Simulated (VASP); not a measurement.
# SnTe (F-43m) in VASP: further runs, part 2 of 2

VASP 6.6.1. The steps go on from the part before.

### 5 Single point, PBE, spin-orbit coupling, no magnetisation

Input file INCAR:

```
SYSTEM = SnTe
PREC = Accurate
ENCUT = 520
EDIFF = 1E-7
ISMEAR = 0
SIGMA = 0.02
LREAL = .False.
LASPH = .True.
NELM = 100
ALGO = Normal
ISIF = 2
LWAVE = .False.
LCHARG = .False.
MAGMOM = 0 0 0 0 0 0
LORBIT = 11
LSORBIT = .True.
GGA_COMPAT = .False.
GGA = PE
NBANDS = 36
```

Input file KPOINTS:

```
regular mesh
0
Gamma
  4 4 4
  0 0 0
```

Input file POSCAR:

```
SnTe
1.0
    0.0000000000      3.6111460000      3.6111460000
    3.6111460000      0.0000000000      3.6111460000
    3.6111460000      3.6111460000      0.0000000000
Te Sn
1 1
Direct
    0.2500000000      0.2500000000      0.2500000000
    0.0000000000      0.0000000000      0.0000000000
```

Potentials or basis: VASP PAW PBE potentials, release 64 (Te, Sn_d).

Started as:

```
> cat potpaw_PBE.64/Te/POTCAR potpaw_PBE.64/Sn_d/POTCAR > POTCAR
> mpirun -np 1 vasp_ncl > vasp.out
```

OUTCAR:

```text
SYSTEM = SnTe
   PREC = Accurate
   ENCUT = 520
   EDIFF = 1E-7
   ISMEAR = 0
   LREAL = .False.
   LASPH = .True.
   NELM = 100
   ISIF = 2
   LORBIT = 11
   LSORBIT = .True.
   GGA = PE

 Found     10 irreducible k-points:

 Following reciprocal coordinates:
            Coordinates               Weight
  0.000000  0.000000  0.000000      1.000000
  0.250000  0.000000  0.000000      4.000000
 -0.250000  0.000000  0.000000      4.000000
  0.500000  0.000000  0.000000      4.000000
  0.250000  0.250000  0.000000      6.000000
  0.500000  0.250000  0.000000     12.000000
   k-points           NKPTS =     10   k-points in BZ     NKDIM =     10   number of bands    NBANDS=     36
   number of dos      NEDOS =    301   number of ions     NIONS =      2
   total plane-waves  NPLWV =  64000
   dimension x,y,z NGX =    40 NGY =   40 NGZ =   40
   dimension x,y,z NGXF=    80 NGYF=   80 NGZF=   80
   ions per type =               1   1
   NGX,Y,Z   is equivalent  to a cutoff of  13.02, 13.02, 13.02 a.u.
   NGXF,Y,Z  is equivalent  to a cutoff of  26.04, 26.04, 26.04 a.u.
 SYSTEM =  SnTe
   PREC   = accura    normal or accurate (medium, high low for compatibility)
   ISTART =      0    job   : 0-new  1-cont  2-samecut
   ICHARG =      2    charge: 1-file 2-atom 10-const
   ISPIN  =      1    spin polarized calculation?
   LNONCOLLINEAR =      T non collinear calculations
   LSORBIT =      T    spin-orbit coupling
   LASPH  =      T    aspherical Exc in radial PAW
   ENCUT  =  520.0 eV  38.22 Ry    6.18 a.u.   9.50  9.50  9.50*2*pi/ulx,y,z
   NELM   =    100;   NELMIN=  2; NELMDL= -5     # of ELM steps
   EDIFF  = 0.1E-06   stopping-criterion for ELM
   LREAL  =      F    real-space projection
   EDIFFG = 0.1E-05   stopping-criterion for IOM
   NSW    =      0    number of steps for IOM
   IBRION =     -1    ionic relax: 0-MD 1-quasi-New 2-CG
   NFREE  =      0    steps in history (QN), initial steepest desc. (CG)
   ISIF   =      2    stress and relaxation
   ISYM   =      2    0-nonsym 1-usesym 2-fastsym
   POTIM  = 0.5000    time-step for ionic-motion
[... 289 lines left out ...]
      0.00000      0.00000      0.00000        -0.000000     -0.000000      0.000000
 -----------------------------------------------------------------------------------
    total drift:                               -0.000000     -0.000000     -0.000000

  FREE ENERGIE OF THE ION-ELECTRON SYSTEM (eV)
  ---------------------------------------------------
  free  energy   TOTEN  =        -7.2477800836 eV

  energy  without entropy=       -7.2477799397  energy(sigma->0) =       -7.24778001

 Spin-Orbit-Coupling matrix elements

 Ion:    1  E_soc:     -0.2448558
 l=   1
     0.0000000    -0.0408166    -0.0408166
    -0.0408166     0.0000000    -0.0408166
    -0.0408166    -0.0408166     0.0000000
 l=   2
     0.0000000     0.0000155     0.0000000     0.0000155    -0.0000082
     0.0000155     0.0000000    -0.0000061     0.0000155    -0.0000020
     0.0000000    -0.0000061     0.0000000    -0.0000061     0.0000000
     0.0000155     0.0000155    -0.0000061     0.0000000    -0.0000020
    -0.0000082    -0.0000020     0.0000000    -0.0000020     0.0000000
 l=   3
     0.0000000     0.0000000     0.0000000     0.0000000     0.0000000     0.0000000     0.0000000
     0.0000000     0.0000000     0.0000000     0.0000000     0.0000000     0.0000000     0.0000000
     0.0000000     0.0000000     0.0000000     0.0000000     0.0000000     0.0000000     0.0000000
     0.0000000     0.0000000     0.0000000     0.0000000     0.0000000     0.0000000     0.0000000
     0.0000000     0.0000000     0.0000000     0.0000000     0.0000000     0.0000000     0.0000000
     0.0000000     0.0000000     0.0000000     0.0000000     0.0000000     0.0000000     0.0000000
     0.0000000     0.0000000     0.0000000     0.0000000     0.0000000     0.0000000     0.0000000

 Ion:    2  E_soc:     -0.1044140
 l=   1
     0.0000000    -0.0112768    -0.0112768
    -0.0112768     0.0000000    -0.0112768
    -0.0112768    -0.0112768     0.0000000
 l=   2
     0.0000000    -0.0012404     0.0000000    -0.0012404    -0.0048851
    -0.0012404     0.0000000    -0.0036638    -0.0012404    -0.0012213
     0.0000000    -0.0036638     0.0000000    -0.0036638     0.0000000
    -0.0012404    -0.0012404    -0.0036638     0.0000000    -0.0012213
    -0.0048851    -0.0012213     0.0000000    -0.0012213     0.0000000
 l=   3
     0.0000000     0.0000000     0.0000000     0.0000000     0.0000000     0.0000000     0.0000000
     0.0000000     0.0000000     0.0000000     0.0000000     0.0000000     0.0000000     0.0000000
     0.0000000     0.0000000     0.0000000     0.0000000     0.0000000     0.0000000     0.0000000
     0.0000000     0.0000000     0.0000000     0.0000000     0.0000000     0.0000000     0.0000000
     0.0000000     0.0000000     0.0000000     0.0000000     0.0000000     0.0000000     0.0000000
     0.0000000     0.0000000     0.0000000     0.0000000     0.0000000     0.0000000     0.0000000
     0.0000000     0.0000000     0.0000000     0.0000000     0.0000000     0.0000000     0.0000000

 total charge

# of ion       s       p       d       tot
------------------------------------------
    1        1.397   1.934   0.017   3.348
    2        1.385   0.711   9.957  12.053
--------------------------------------------------
tot          2.782   2.646   9.974  15.402

 magnetization (x)

# of ion       s       p       d       tot
------------------------------------------
    1        0.000   0.000  -0.000   0.000
    2        0.000  -0.000   0.000   0.000
--------------------------------------------------
tot          0.000   0.000  -0.000   0.000

 magnetization (y)

# of ion       s       p       d       tot
------------------------------------------
    1        0.000   0.000   0.000   0.000
    2       -0.000  -0.000   0.000  -0.000
--------------------------------------------------
tot         -0.000  -0.000   0.000  -0.000

 magnetization (z)

# of ion       s       p       d       tot
------------------------------------------
    1       -0.000  -0.000  -0.000  -0.000
    2       -0.000  -0.000   0.000  -0.000
--------------------------------------------------
tot         -0.000  -0.000   0.000  -0.000
```

stdout:

```text
POSCAR found type information on POSCAR TeSn
 POSCAR found :  2 types and       2 ions
 scaLAPACK will be used
 LDA part: xc-table for (Slater+PW92), standard interpolation
 POSCAR, INCAR and KPOINTS ok, starting setup
 FFT: planning ... GRIDC
 FFT: planning ... GRID_SOFT
 FFT: planning ... GRID
 WAVECAR not read
 entering main loop
```

Wall time 70 s (1 thread of Intel Xeon Platinum 8488C (Sapphire Rapids), shared host); peak memory 0.49 GiB.

The run converged, but some of its settings lie outside the range that counts as converged, so its numbers aren't taken as properties of the crystal.

What came out:

```yaml
Free_energy: -7.2478 eV
Pressure: -0.6 GPa
Valence_electrons_inside_the_program's_atomic_spheres: Te 3.35; Sn 12.05
```

Caveat: the k mesh is coarse (spacing up to 0.38 Å⁻¹), so the values aren't converged.

### 6 For comparison

An earlier run on the cell as given: functional PBEsol; potentials or basis VASP PAW PBE potentials, release 64 (Te, Sn_d); cutoff 520 eV; k mesh 7 × 7 × 7; occupations fermi-dirac, width 0.05 eV; no spin polarisation.

* Pressure: -1.4 GPa
* Band gap on the k mesh: 0.28 eV, indirect (least direct gap 0.79 eV)
